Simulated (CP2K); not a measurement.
Runs of CP2K 2026.2 on TiO2. The structure is tetragonal, space group P4_2/mnm (No. 136). Conventional cell: a = 4.600 Å, b = 4.600 Å, c = 2.959 Å, α = 90.00°, β = 90.00°, γ = 90.00°. Ti (site symmetry mmm) has 6 O at 1.95 to 1.98 Å as nearest neighbours. O (site symmetry m2m) is surrounded by 3 Ti at 1.95 to 1.98 Å. The cell is a database's computed one.

```tsv
task	level	potentials or basis	cell	NGRIDS	EXTRAPOLATION	optimiser	most steps	KEEP_SPACE_GROUP	gap on the mesh (eV)	pressure (GPa)	relaxed volume (Å³/atom)	largest force (eV/Å)
relaxation of cell and atoms	LDA	GTH_POTENTIALS Ti GTH-PADE-q12, O GTH-PADE-q6; TZVP-MOLOPT-PBE-GTH basis	relaxed	4	USE_PREV_P	BFGS	40	yes	(a)	0.0	10.07	0.01
band structure	RPBE	POTENTIAL_UZH Ti GTH-PBE-q12, O GTH-PBE-q6; TZVP-MOLOPT-PBE-GTH basis	as given	5	-	-	-	-	1.83	9.5	-	0.11
band structure	PBEsol	POTENTIAL_UZH Ti GTH-PBE-q12, O GTH-PBE-q6; TZVP-MOLOPT-PBE-GTH basis	as given	5	-	-	-	-	1.77	(b)	-	0.11
relaxation of cell and atoms	PBEsol	POTENTIAL_UZH Ti GTH-PBE-q12, O GTH-PBE-q6; TZVP-MOLOPT-PBE-GTH basis	relaxed	5	USE_PREV_P	BFGS	40	yes	1.80	0.0	(d)	0.01
band structure	LDA	GTH_POTENTIALS Ti GTH-PADE-q12, O GTH-PADE-q6; TZVP-MOLOPT-PBE-GTH basis	as given	4	-	-	-	-	1.74	-8.6	-	(c)
```

Alike in all rows: no spin polarisation; k mesh 6 × 6 × 9; smearing fermi-dirac 0.05 eV.

Problem. Estimate the missing entries.

Solution. (a) 1.82; (b) -1.1; (c) 0.16; (d) 10.40.

Caveats: the basis of atomic orbitals isn't converged, which shifts pressures, moduli and gaps; the potentials were made for another functional, which shifts forces and pressure (some runs); an odd mesh through Γ misses points on the zone boundary, where band edges often lie (some runs).

Runs at the PBE level aren't shown here.
